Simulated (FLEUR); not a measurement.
## In: equation of state with PBEsol

Crystal: In.

```xyz
1
Lattice="-1.8825 1.8825 1.8825 1.8825 -1.8825 1.8825 1.8825 1.8825 -1.8825" Properties=species:S:1:pos:R:3 pbc="T T T"
In    0.0000    0.0000    0.0000
```

This isn't the form of In at room conditions, which is tetragonal.

| Item | Value |
| --- | --- |
| Program | FLEUR MaX-R8.1 (later development tree) |
| Task | equation of state |
| Functional | PBEsol |
| Potentials or basis | all-electron |
| Basis | FLAPW |
| Kmax | 4.1 1/bohr |
| k mesh | 10 × 10 × 10 |
| Occupations | fermi-dirac, width 0.05 eV |
| Spin | no spin polarisation |
| Gmax | 12.7 1/bohr |
| Muffin-tin radii | In 2.66 bohr |
| lmax | In 10 |
| lnonsphr | In 10 |
| Local orbitals a species | In 5 |

* Equilibrium volume: 25.78 Å³/atom
* Bulk modulus: 42 GPa
* Pressure derivative of the bulk modulus: 4.7

Energy against volume, from the lowest point:
```csv
volume (Å³/atom),energy (meV/atom)
25.085,2.46
25.618,0.00
26.152,0.52
26.686,3.71
27.220,9.23
27.753,16.88
28.287,26.37
```
